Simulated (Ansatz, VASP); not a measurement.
**Ta in VASP and in Ansatz**

```
Ta
1.0
     0.00000    2.08591    2.08591
     2.08591    0.00000    2.08591
     2.08591    2.08591    0.00000
Ta
1
Direct
  0.00000 0.00000 0.00000
```

This isn't the form of Ta at room conditions, which is bcc.

Alike in both runs: task single point; functional PBEsol; k mesh 8 × 8 × 8; occupations gaussian, width 0.1 eV; no spin polarisation.

|  | VASP | Ansatz |
| --- | --- | --- |
| version | VASP 6.6.1 | Ansatz 0.2.0 |
| potentials or method | VASP PAW PBE potentials, release 64 (Ta_pv) | scalar-relativistic, plane waves, PAW |
| plane-wave cutoff (eV) | 520 | 420 |
| valence electrons in the cell | 11 | 13 |

```csv
,VASP,Ansatz,Ansatz less VASP
gap on the k mesh at the Fermi level (eV),none,none,-
pressure (GPa),2.2,2.1,-0.11
```

A gap of «none» marks a metal or a gap that the smearing closes. The two sets of potentials don't hold the same shells in valence.

Caveats: the PAW data sets were made with another functional, which shifts forces and pressure a little (VASP). Spin-orbit coupling is left out, which matters for the levels of Ta.
